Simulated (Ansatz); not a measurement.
# CdO: the change of pressure and energy above lowest point with volume per atom

All results are calculated (Ansatz 0.2.0 development build). Equation of state of a cubic crystal from periodic Kohn-Sham density functional theory without spin; pressure corrected for the finite basis.

Cell of the first row (space group Fm-3m, No. 225):
```
CdO
1.0
      0.0000     2.3351     2.3351
      2.3351     0.0000     2.3351
      2.3351     2.3351     0.0000
Cd O
1 1
Direct
  0.00000 0.00000 0.00000
  0.50000 0.50000 0.50000
```

Settings of every row: formula CdO; structure type rock salt; functional PBE; spin treatment none; k mesh 39x39x39; occupation method fermi-dirac; occupation width 0.061225619 eV; wave cutoff 420 eV; datasets soft-1 PAW; density cutoff ratio 4.

| row | volume per atom (Å³) | pressure (GPa) | energy above lowest point (meV/atom) |
| --- | --- | --- | --- |
| 1 | 12.733 | 9.112 | 21.98 |
| 2 | 13.004 | ? | ? |
| 3 | 13.275 | 2.746 | 2.34 |
| 4 | 13.546 | 0.074 | 0 |
| 5 | 13.817 | -2.308 | 1.93 |
| 6 | 14.088 | -4.429 | 7.66 |
| 7 | 14.359 | -6.319 | 16.78 |

Question: what pressure and energy above lowest point should row 2 give?

Worked fit of pressure. Take u = (V_r/V)^(2/3) − 1 with V_r = 13.681 Å³ an atom, which is twice the finite (Eulerian) strain; such expansions in the strain, on which the Birch-Murnaghan equation of state is built, carry the rest volume and the bulk modulus. The shown rows have u = 0.04904, 0.02029, 0.00663, -0.00657, -0.01935, -0.03173. Least squares give pressure = −1.1472 + 180.266 × u + 562.19 × u² + 566.6 × u³ GPa; a parabola predicts inner rows, each left out in turn, worse (root mean square 0.011 against 0.0016 GPa). The rows lie off it by 0.000, -0.001, 0.001, -0.001, 0.000, 0.000. The pressure vanishes at u = 0.0062, or V = 13.55 Å³ an atom, and there the bulk modulus at fixed shape and fractions is B = −V dP/dV = (2/3)(1 + u) dP/du = 126 GPa. The withheld row has u = 0.03441, so the fit gives −1.1472 + 180.266 × (0.03441) + 562.19 × (0.03441)² + 566.6 × (0.03441)³ = 5.744 GPa.

The calculation gave 5.745 GPa. The fit lies 0.001 GPa (0.0065 % of the column's range) below it, one unit of the last digit.

Worked fit of energy above lowest point. Take u = (V_r/V)^(2/3) − 1 with V_r = 13.681 Å³ an atom, which is twice the finite (Eulerian) strain; such expansions in the strain, on which the Birch-Murnaghan equation of state is built, carry the rest volume and the bulk modulus. The shown rows have u = 0.04904, 0.02029, 0.00663, -0.00657, -0.01935, -0.03173. Least squares give energy above lowest point = 0.459 − 147.04 × u + 11722.4 × u² + 4583 × u³ meV/atom; a parabola predicts inner rows, each left out in turn, worse (root mean square 0.091 against 0.0009 meV/atom). All shown rows lie on it to the printed digit. Its lowest point lies at u = 0.0062, or V = 13.55 Å³ an atom, and the curvature there gives the bulk modulus at fixed shape and fractions, B = (4/9)(1 + u)² E″(u)/V = 126 GPa. The withheld row has u = 0.03441, so the fit gives 0.459 − 147.04 × (0.03441) + 11722.4 × (0.03441)² + 4583 × (0.03441)³ = 9.47 meV/atom.

The calculation gave 9.47 meV/atom. The fit meets it to the printed digit.
